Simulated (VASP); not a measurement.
# SnSe2 (P-3m1) in VASP: notebook

The runs below take SnSe2 through relaxation of cell and atoms, with PBE.

All numbers are computed with VASP 6.6.1; they aren't measurements. Logs are shortened: lines on timing, memory, paths and dates and some standing lists are left out, and cuts for length are marked.

### 1 Starting point

The structure is trigonal, space group P-3m1 (No. 164). Conventional cell: a = 3.811 Å, b = 3.811 Å, c = 6.136 Å, α = 90.00°, β = 90.00°, γ = 120.00°. Sn (site symmetry -3m) has 6 Se at 2.68 Å as nearest neighbours. Se (site symmetry 3m) has 3 Sn at 2.68 Å as nearest neighbours.

### 2 Relaxation of cell and atoms, PBE, target pressure 10 GPa, at which the enthalpy is minimised

File INCAR:

```
SYSTEM = SnSe2
PREC = Accurate
ENCUT = 600
EDIFF = 1E-6
ISMEAR = 0
SIGMA = 0.03
LREAL = .FALSE.
LASPH = .TRUE.
NELM = 80
ALGO = Normal
ISIF = 3
LWAVE = .FALSE.
LCHARG = .FALSE.
GGA = PE
IBRION = 2
NSW = 90
EDIFFG = -0.01
PSTRESS = 100.0
```

File KPOINTS:

```
Automatic mesh
0
G
  9 9 5
  0 0 0
```

File POSCAR:

```
SnSe2
1.0
    3.8110000000      0.0000000000      0.0000000000
   -1.9055000000      3.3004228138      0.0000000000
    0.0000000000      0.0000000000      6.1360000000
Sn Se
1 2
Direct
    0.0000000000      0.0000000000      0.0000000000
    0.3333333333      0.6666666667      0.2490000000
    0.6666666667      0.3333333333      0.7510000000
```

Potentials or basis: VASP PAW PBE potentials, release 64 (Sn_d, Se).

The run is started by

```sh
> cat potpaw_PBE.64/Sn_d/POTCAR potpaw_PBE.64/Se/POTCAR > POTCAR
> mpirun -np 1 vasp_std > vasp.out
```

OUTCAR:

```text
SYSTEM = SnSe2
   PREC = Accurate
   ENCUT = 600
   EDIFF = 1E-6
   ISMEAR = 0
   LREAL = .FALSE.
   LASPH = .TRUE.
   NELM = 80
   ISIF = 3
   GGA = PE
   IBRION = 2
   NSW = 90
   EDIFFG = -0.01
   PSTRESS = 100.0

 ion  position               nearest neighbor table
   1  0.000  0.000  0.000-   2 2.68   3 2.68   2 2.68   3 2.68   3 2.68   2 2.68
   2  0.333  0.667  0.249-   1 2.68   1 2.68   1 2.68
   3  0.667  0.333  0.751-   1 2.68   1 2.68   1 2.68

  LATTYP: Found a hexagonal cell.
 ALAT       =     3.8110000000
 C/A-ratio  =     1.6100760955

  Lattice vectors:

 A1 = (   3.8110000000,   0.0000000000,   0.0000000000)
 A2 = (  -1.9055000000,   3.3004228138,   0.0000000000)
 A3 = (   0.0000000000,   0.0000000000,   6.1360000000)

Analysis of symmetry for initial positions (statically):
=====================================================================
 Subroutine PRICEL returns:
 Original cell was already a primitive cell.

 Routine SETGRP: Setting up the symmetry group for a
 hexagonal supercell.

 Subroutine GETGRP returns: Found 12 space group operations
 (whereof 12 operations were pure point group operations)
 out of a pool of 24 trial point group operations.

The static configuration has the point symmetry D_3d.

Analysis of symmetry for dynamics (positions and initial velocities):
=====================================================================
 Subroutine PRICEL returns:
 Original cell was already a primitive cell.

 Routine SETGRP: Setting up the symmetry group for a
 hexagonal supercell.

 Subroutine GETGRP returns: Found 12 space group operations
 (whereof 12 operations were pure point group operations)
 out of a pool of 24 trial point group operations.

The dynamic configuration has the point symmetry D_3d.

 Subroutine INISYM returns: Found 12 space group operations
 (whereof 12 operations are pure point group operations),
 and found     1 'primitive' translations

----------------------------------------------------------------------------------------

                                     Primitive cell

  volume of cell :      77.1781

  direct lattice vectors                    reciprocal lattice vectors
     3.811000000  0.000000000  0.000000000     0.262398321  0.151495741  0.000000000
    -1.905500000  3.300422814  0.000000000     0.000000000  0.302991482  0.000000000
     0.000000000  0.000000000  6.136000000     0.000000000  0.000000000  0.162972621

  length of vectors
     3.811000000  3.811000000  6.136000000     0.302991482  0.302991482  0.162972621

  position of ions in fractional coordinates (direct lattice)
[... 98 lines left out ...]
   IALGO  =     38    algorithm
   IMIX   =      4    mixing-type and parameters
     AMIX     =   0.40;   BMIX     =  1.00
     AMIX_MAG =   1.60;   BMIX_MAG =  1.00
  volume/ion in A,a.u.               =      25.73       173.61
  Fermi-wavevector in a.u.,A,eV,Ry     =   1.139116  2.152617 17.654722  1.297585
  Thomas-Fermi vector in A             =   2.275820
   LORBIT       =      0    0 simple, 1 ext, 2 COOP (PROOUT), +10 PAW based schemes
   GGA     = PE    functional components
   LHFCALC =     F    Hartree Fock is set to
   AEXX    =    0.0000 exact exchange contribution
   IVDW    =     0    specifies the selected vdW correction
   LEPSILON=     F    determine dielectric tensor
   LRPA    =     F    only Hartree local field effects (RPA)
 conjugate gradient relaxation of ions
 non-spin polarized calculation
 Gauss-broadening in eV      SIGMA  =   0.03
  energy-cutoff  :      600.00
  volume of cell :       77.18
 maximum number of plane-waves:      2605
   NGX = 15   NGY = 15   NGZ = 25

--------------------------------------- Ionic step        1  -------------------------------------------

 number of electron      25.9999991 magnetization

 Free energy of the ion-electron system (eV)
  ---------------------------------------------------
  ext. energy  EPLUGINS =         0.00000000
  ---------------------------------------------------
  free energy    TOTEN  =       -11.74732508 eV

  energy without entropy =      -11.74732508  energy(sigma->0) =      -11.74732508

------------------------ aborting loop because EDIFF is reached ----------------------------------------

  FORCE on cell =-STRESS in cart. coord.  units (eV):
  Direction    XX          YY          ZZ          XY          YZ          ZX
  --------------------------------------------------------------------------------------
  -------------------------------------------------------------------------------------
  Total        2.4704518      2.4704518      3.2027905      0.0000000     -0.0000000      0.0000000
  in kB       51.2853223     51.2853223     66.4883000      0.0000000     -0.0000000      0.0000000
  external PRESSURE =     -43.6470184 kB  Pullay stress =     100.0000000 kB
[... 65 lines left out ...]
--------------------------------------- Ionic step        3  -------------------------------------------

 number of electron      26.0000005 magnetization

 E-fermi :   5.2808     XC(G=0):  -9.8588

 val. band max:        5.0815354195   @ k =   0.1111   0.1111   0.0000
 cond. band min:       5.8884931026   @ k =   0.0000   0.4444   0.4000
 fundamental gap:      0.8069576831
 Fermi energy:         5.2807630900

 k-point     1 :       0.0000    0.0000    0.0000
  band No.  band energies     occupation
      1     -16.2733      2.00000
      2     -16.2733      2.00000
      3     -16.2166      2.00000
      4     -16.1979      2.00000
      5     -16.1979      2.00000
      6      -9.4628      2.00000
[... 505 lines left out ...]
  energy  without entropy=      -11.4821374836  energy(sigma->0) =      -11.48213748

  enthalpy is  TOTEN    =        -7.0459651469 eV   P V=        4.4361723367

[... ionic steps 4 to 12 ...]

--------------------------------------- Ionic step       13  -------------------------------------------

 number of electron      26.0000004 magnetization

------------------------ aborting loop because EDIFF is reached ----------------------------------------
[... 73 lines left out ...]
--------------------------------------- Ionic step       15  -------------------------------------------

 number of electron      26.0000004 magnetization

 Free energy of the ion-electron system (eV)
  ---------------------------------------------------
  ext. energy  EPLUGINS =         0.00000000
  ---------------------------------------------------
  free energy    TOTEN  =       -11.46746063 eV

  energy without entropy =      -11.46720698  energy(sigma->0) =      -11.46733380

 E-fermi :   6.4215     XC(G=0): -10.2781

 val. band max:        6.4127273837   @ k =   0.0000   0.3333   0.4000
 cond. band min:       6.4707973975   @ k =   0.1111  -0.0000   0.0000
 fundamental gap:      0.0580700137
 Fermi energy:         6.4214824993

 k-point     1 :       0.0000    0.0000    0.0000
  band No.  band energies     occupation
      1     -15.4375      2.00000
      2     -15.4375      2.00000
      3     -15.3970      2.00000
      4     -15.3805      2.00000
      5     -15.3805      2.00000
      6      -8.6769      2.00000
[... 505 lines left out ...]
  energy  without entropy=      -11.4672069784  energy(sigma->0) =      -11.46733380

  enthalpy is  TOTEN    =        -7.2812898983 eV   P V=        4.1861707310

 reached required accuracy - stopping structural energy minimisation
```

OSZICAR:

```text
N       E                     dE             d eps       ncg     rms          rms(c)
DAV:   1     0.205540383931E+03    0.20554E+03   -0.13598E+04  1700   0.191E+03
DAV:   2     0.111107889790E+02   -0.19443E+03   -0.19068E+03  1812   0.417E+02
DAV:   3    -0.112860420963E+02   -0.22397E+02   -0.21463E+02  2142   0.126E+02
DAV:   4    -0.120071047499E+02   -0.72106E+00   -0.71998E+00  2074   0.233E+01
[... 124 lines left out ...]
DAV:   2    -0.114677845933E+02    0.70550E-03   -0.28362E-03  2077   0.701E-01    0.112E-01
DAV:   3    -0.114674771417E+02    0.30745E-03   -0.56722E-04  2303   0.365E-01    0.355E-02
DAV:   4    -0.114674604194E+02    0.16722E-04   -0.10532E-04  2412   0.114E-01    0.113E-02
DAV:   5    -0.114674605547E+02   -0.13523E-06   -0.10790E-05  2427   0.298E-02    0.475E-03
DAV:   6    -0.114674606293E+02   -0.74606E-07   -0.11880E-06  1065   0.115E-02
  15 F= -.72812899E+01 E0= -.72811631E+01  d E =-.178078E-03
```

CONTCAR:

```text
SnSe2
   1.00000000000000
     3.7583013223640598   -0.0000000000000000   -0.0000000000000000
    -1.8791506611820299    3.2547844201388449   -0.0000000000000000
    -0.0000000000000000   -0.0000000000000001    5.4829425325138015
  Sn              Se
     1     2
Direct
     0.0000000000000000    0.0000000000000000    0.0000000000000000
     0.3333333332999970    0.6666666667000030    0.2894510562615417
     0.6666666667000030    0.3333333332999970    0.7105489437384582

  0.00000000E+00  0.00000000E+00  0.00000000E+00
  0.00000000E+00  0.00000000E+00  0.00000000E+00
  0.00000000E+00  0.00000000E+00  0.00000000E+00
```

Wall time 6.2 min (1 thread of Intel Xeon Platinum 8488C (Sapphire Rapids), shared host); peak memory 0.26 GiB.

What came out:

| Item | Value |
| --- | --- |
| Free energy | -11.4675 eV |
| Relaxed volume | 22.36 Å³/atom |
| Relaxed cell | a = 3.758 Å, b = 3.758 Å, c = 5.483 Å, α = 90.00°, β = 90.00°, γ = 120.00° |
| Space group after relaxing (to 0.05 Å) | P-3m1 (No. 164) |
| Energy change on relaxing (the enthalpy is what falls) | +93.3 meV/atom |
| Ionic steps | 15 |
| Pressure after relaxing | 10.0 GPa |
| Largest force after relaxing | 0.006 eV/Å |
| Band gap on the k mesh | none (metal or under the smearing width) |

Forces in eV/Å, atoms in the order of the input:
```
Sn   0.000  0.000  0.000
Se   0.000  0.000  0.006
Se   0.000  0.000 -0.006
```

The path:
```tsv
step	energy change (eV)	largest force (eV/Å)	pressure (GPa)	volume (Å³)
1	0.0000	0.8049	5.64	77.18
2	0.3649	1.4363	14.19	69.61
3	0.2652	1.2988	12.19	71.08
4	0.2427	0.6252	11.06	69.62
5	0.2883	0.0847	10.36	68.44
6	0.2378	0.0325	9.56	68.47
7	0.2054	0.0149	8.63	68.41
8	0.2053	0.0372	8.47	68.37
9	0.3731	0.2739	12.53	65.78
10	0.2659	0.0870	10.05	67.32
11	0.2729	0.0546	10.07	67.19
12	0.2828	0.0091	10.12	67.03
13	0.2714	0.0204	9.75	67.21
14	0.2756	0.0091	9.90	67.14
15	0.2799	0.0064	9.99	67.07
```

Final structure:
```
CELL_PARAMETERS angstrom
3.75830 0.00000 0.00000
-1.87915 3.25478 0.00000
0.00000 0.00000 5.48294
ATOMIC_POSITIONS crystal
Sn 0.00000 0.00000 0.00000
Se 0.33333 0.66667 0.28945
Se 0.66667 0.33333 0.71055
```

Levels at points of the mesh, in eV from the Fermi level:
| k point | band 9 | band 10 | band 11 | band 12 | band 13 | band 14 | band 15 | band 16 | band 17 |
| --- | --- | --- | --- | --- | --- | --- | --- | --- | --- |
| (0.00, 0.00, 0.00) | -1.33 | -1.33 | -1.16 | -1.16 | -0.20 | 0.52 | 2.70 | 4.35 | 4.35 |

Caveat: the cell is relaxed towards a set pressure, so the enthalpy falls and the energy may rise; this functional lacks dispersion, which binds the layers, so the pressure and a relaxed spacing across them are unreliable.

### 3 Relaxation of cell and atoms, PBE, target pressure 10 GPa, at which the enthalpy is minimised

This run uses another cell than the first one, of 22.36 Å³/atom, 0.869 times its volume.

INCAR, as its differences from that of step 2:

```diff
@@ -3,3 +3,3 @@
 ENCUT = 600
-EDIFF = 1E-6
+EDIFF = 1E-7
 ISMEAR = 0
@@ -16,3 +16,3 @@
 NSW = 90
-EDIFFG = -0.01
+EDIFFG = -0.005
 PSTRESS = 100.0
```

KPOINTS is that of step 2.

File POSCAR:

```
SnSe2                                   
1.0
    3.7583013224     -0.0000000000     -0.0000000000
   -1.8791506612      3.2547844201     -0.0000000000
   -0.0000000000     -0.0000000000      5.4829425325
  Sn              Se            
     1     2
Direct
     0.0000000000000000    0.0000000000000000    0.0000000000000000
     0.3333333332999970    0.6666666667000030    0.2894510562615417
     0.6666666667000030    0.3333333332999970    0.7105489437384582
```

Potentials or basis: VASP PAW PBE potentials, release 64 (Sn_d, Se).

The run is started by

```sh
> cat potpaw_PBE.64/Sn_d/POTCAR potpaw_PBE.64/Se/POTCAR > POTCAR
> mpirun -np 1 vasp_std > vasp.out
```

OUTCAR:

```text
SYSTEM = SnSe2
   PREC = Accurate
   ENCUT = 600
   EDIFF = 1E-7
   ISMEAR = 0
   LREAL = .FALSE.
   LASPH = .TRUE.
   NELM = 80
   ISIF = 3
   GGA = PE
   IBRION = 2
   NSW = 90
   EDIFFG = -0.005
   PSTRESS = 100.0

 ion  position               nearest neighbor table
   1  0.000  0.000  0.000-   2 2.69   3 2.69   2 2.69   3 2.69   3 2.69   2 2.69
   2  0.333  0.667  0.289-   1 2.69   1 2.69   1 2.69
   3  0.667  0.333  0.711-   1 2.69   1 2.69   1 2.69

  LATTYP: Found a hexagonal cell.
 ALAT       =     3.7583013224
 C/A-ratio  =     1.4588884877

  Lattice vectors:

 A1 = (   3.7583013224,   0.0000000000,   0.0000000000)
 A2 = (  -1.8791506612,   3.2547844201,   0.0000000000)
 A3 = (   0.0000000000,   0.0000000000,   5.4829425325)

Analysis of symmetry for initial positions (statically):
=====================================================================
 Subroutine PRICEL returns:
 Original cell was already a primitive cell.

 Routine SETGRP: Setting up the symmetry group for a
 hexagonal supercell.

 Subroutine GETGRP returns: Found 12 space group operations
 (whereof 12 operations were pure point group operations)
 out of a pool of 24 trial point group operations.
[... 174 lines left out ...]
  --------------------------------------------------------------------------------------
  -------------------------------------------------------------------------------------
  Total        4.1863021      4.1863021      4.1675364     -0.0000000     -0.0000000      0.0000000
  in kB      100.0031387    100.0031387     99.5548592     -0.0000000     -0.0000000      0.0000000
  external PRESSURE =      -0.1462878 kB  Pullay stress =     100.0000000 kB
[... 143 lines left out ...]
--------------------------------------- Ionic step        5  -------------------------------------------

 number of electron      26.0000003 magnetization

 Free energy of the ion-electron system (eV)
  ---------------------------------------------------
  ext. energy  EPLUGINS =         0.00000000
  ---------------------------------------------------
  free energy    TOTEN  =       -11.46433264 eV

  energy without entropy =      -11.46408283  energy(sigma->0) =      -11.46420773

 E-fermi :   6.4271     XC(G=0): -10.2819

 val. band max:        6.4175816051   @ k =   0.0000   0.3333   0.4000
 cond. band min:       6.4847676866   @ k =   0.1111   0.0000   0.0000
 fundamental gap:      0.0671860815
 Fermi energy:         6.4271186168

 k-point     1 :       0.0000    0.0000    0.0000
  band No.  band energies     occupation
      1     -15.4282      2.00000
      2     -15.4282      2.00000
      3     -15.3878      2.00000
      4     -15.3712      2.00000
      5     -15.3712      2.00000
      6      -8.6720      2.00000
[... 457 lines left out ...]
      4     -15.3699      2.00000
      5     -15.3556      2.00000
      6      -7.6712      2.00000
[... 9 lines left out ...]
     16      11.2558      0.00000
     17      12.5141      0.00000

 [... further k-points ...]

------------------------ aborting loop because EDIFF is reached ----------------------------------------

  FORCE on cell =-STRESS in cart. coord.  units (eV):
  Direction    XX          YY          ZZ          XY          YZ          ZX
  --------------------------------------------------------------------------------------
  -------------------------------------------------------------------------------------
  Total        4.1915506      4.1915506      4.1868660     -0.0000000      0.0000000      0.0000000
  in kB      100.1919866    100.1919865    100.0800100     -0.0000000      0.0000000      0.0000000
  external PRESSURE =       0.1546610 kB  Pullay stress =     100.0000000 kB
[... 22 lines left out ...]
  energy  without entropy=      -11.4640828268  energy(sigma->0) =      -11.46420773

  enthalpy is  TOTEN    =        -7.2808138489 eV   P V=        4.1835187908

 reached required accuracy - stopping structural energy minimisation
```

OSZICAR:

```text
N       E                     dE             d eps       ncg     rms          rms(c)
DAV:   1     0.208652703164E+03    0.20865E+03   -0.13797E+04  1701   0.203E+03
DAV:   2     0.100314509087E+02   -0.19862E+03   -0.19515E+03  1868   0.439E+02
DAV:   3    -0.110211218165E+02   -0.21053E+02   -0.20332E+02  2149   0.122E+02
DAV:   4    -0.116710350877E+02   -0.64991E+00   -0.64870E+00  2106   0.225E+01
[... 37 lines left out ...]
DAV:   2    -0.114643371128E+02    0.36472E-05   -0.66721E-05  1911   0.847E-02    0.118E-02
DAV:   3    -0.114643334589E+02    0.36539E-05   -0.67352E-06  2497   0.338E-02    0.482E-03
DAV:   4    -0.114643328454E+02    0.61350E-06   -0.11534E-06  2445   0.135E-02    0.150E-03
DAV:   5    -0.114643326663E+02    0.17915E-06   -0.67775E-08  1046   0.488E-03    0.405E-04
DAV:   6    -0.114643326396E+02    0.26636E-07   -0.86103E-08   915   0.400E-03
   5 F= -.72808138E+01 E0= -.72806889E+01  d E =-.810365E-05
```

CONTCAR:

```text
SnSe2
   1.00000000000000
     3.7591526840263350    0.0000000000000000    0.0000000000000000
    -1.8795763420131675    3.2555217207813016    0.0000000000000000
     0.0000000000000000   -0.0000000000000000    5.4769874208095670
  Sn              Se
     1     2
Direct
     0.0000000000000000    0.0000000000000000    0.0000000000000000
     0.3333333332999970    0.6666666667000030    0.2897341399687161
     0.6666666667000030    0.3333333332999970    0.7102658600312840

  0.00000000E+00  0.00000000E+00  0.00000000E+00
  0.00000000E+00  0.00000000E+00  0.00000000E+00
  0.00000000E+00  0.00000000E+00  0.00000000E+00
```

Run time: 1.8 min. Hardware: 1 thread of Intel Xeon Platinum 8488C (Sapphire Rapids), shared host; peak memory 0.25 GiB.

Results:

* Free energy: -11.4643 eV
* Relaxed volume: 22.34 Å³/atom
* Relaxed cell: a = 3.759 Å, b = 3.759 Å, c = 5.477 Å, α = 90.00°, β = 90.00°, γ = 120.00°
* Space group after relaxing (to 0.05 Å): P-3m1 (No. 164)
* Energy change on relaxing (the enthalpy is what falls): +0.9 meV/atom
* Ionic steps: 5
* Pressure after relaxing: 10.0 GPa
* Band gap on the k mesh: none (metal or under the smearing width)

Step by step:
| step | energy change (eV) | largest force (eV/Å) | pressure (GPa) | volume (Å³) |
| --- | --- | --- | --- | --- |
| 1 | 0.0000 | 0.0069 | 9.99 | 67.07 |
| 2 | 0.0012 | 0.0067 | 10.01 | 67.05 |
| 3 | 0.0032 | 0.0064 | 10.05 | 67.02 |
| 4 | 0.0031 | 0.0050 | 10.04 | 67.02 |
| 5 | 0.0026 | 0.0006 | 10.02 | 67.03 |

Final structure:
```
CELL_PARAMETERS angstrom
3.75915 0.00000 0.00000
-1.87958 3.25552 0.00000
0.00000 0.00000 5.47699
ATOMIC_POSITIONS crystal
Sn 0.00000 0.00000 0.00000
Se 0.33333 0.66667 0.28973
Se 0.66667 0.33333 0.71027
```

Caveat: the cell is relaxed towards a set pressure, so the enthalpy falls and the energy may rise.
